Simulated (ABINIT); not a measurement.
NaF (Villiaumite):

```
CELL_PARAMETERS angstrom
0.00000 2.32000 2.32000
2.32000 0.00000 2.32000
2.32000 2.32000 0.00000
ATOMIC_POSITIONS crystal
Na 0.00000 0.00000 0.00000
F 0.50000 0.50000 0.50000
```

Base run:

```yaml
Program: ABINIT 10.8.3 (patched build)
Functional: PBE
Potentials_or_basis: SG15 NC PBE v1.2
Cutoff: 952 eV
k_mesh: 6 × 6 × 6
Occupations: fixed
Spin: no spin polarisation
```

Its results: band gap on the k mesh 6.33 eV, direct; pressure 1.1 GPa.

Q: The run is repeated on the same cell with these changes: functional from PBE to HSE06. What comes out?

A: Band gap on the k mesh 8.41 eV, direct; pressure -0.7 GPa.

HSE06 gives the wider gap, since exact exchange removes part of the self-interaction.

Caveats: Libxc's HSE differs a little from that of other programs (some runs); the potentials were made for another functional, which shifts forces and pressure (some runs).

